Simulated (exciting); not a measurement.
Here is an exciting (release sodium) calculation.

The input input.xml:

```xml
<input>
  <title>Sb</title>
  <structure speciespath="./" tshift="false">
    <crystal scale="1">
      <basevect>4.070848017669 2.350305198853 7.101590776344</basevect>
      <basevect>-4.070848017669 2.350305198853 7.101590776344</basevect>
      <basevect>0.000000000000 -4.700610397707 7.101590776344</basevect>
    </crystal>
    <species speciesfile="Sb.xml" rmt="2.3">
      <atom coord="0.766510000000 0.766510000000 0.766510000000"/>
      <atom coord="0.233490000000 0.233490000000 0.233490000000"/>
    </species>
  </structure>
  <groundstate do="fromscratch" ngridk="5 5 5" rgkmax="8" gmaxvr="14" lmaxapw="10" lmaxmat="10" lmaxvr="8" xctype="GGA_PBE_SOL" stype="Gaussian" swidth="0.00099223" nempty="10" ValenceRelativity="iora*" epsengy="1e-05" epspot="1e-05" maxscl="60" tforce="true" outputlevel="normal"/>
</input>
```

Potentials or basis: all-electron LAPW+lo, shipped species files, valence relativity iora*.

Run with:

```bash
$ OMP_NUM_THREADS=1 exciting_smp
```

Question: Predict the band gap on the k mesh.

Answer: 0.38 eV, indirect (least direct gap 0.73 eV).

Question: Estimate the largest force.

Answer: 0.009 eV/Å.

Forces on the atoms (eV/Å):
```
Sb   0.000  0.000 -0.009
Sb   0.000  0.000  0.009
```

Caveat: rgkmax is low for these elements, so energy differences scatter by about 1 meV per atom; spin-orbit coupling is left out, which moves the levels of the heavy elements; an odd mesh through Γ misses points on the zone boundary, where band edges often lie.
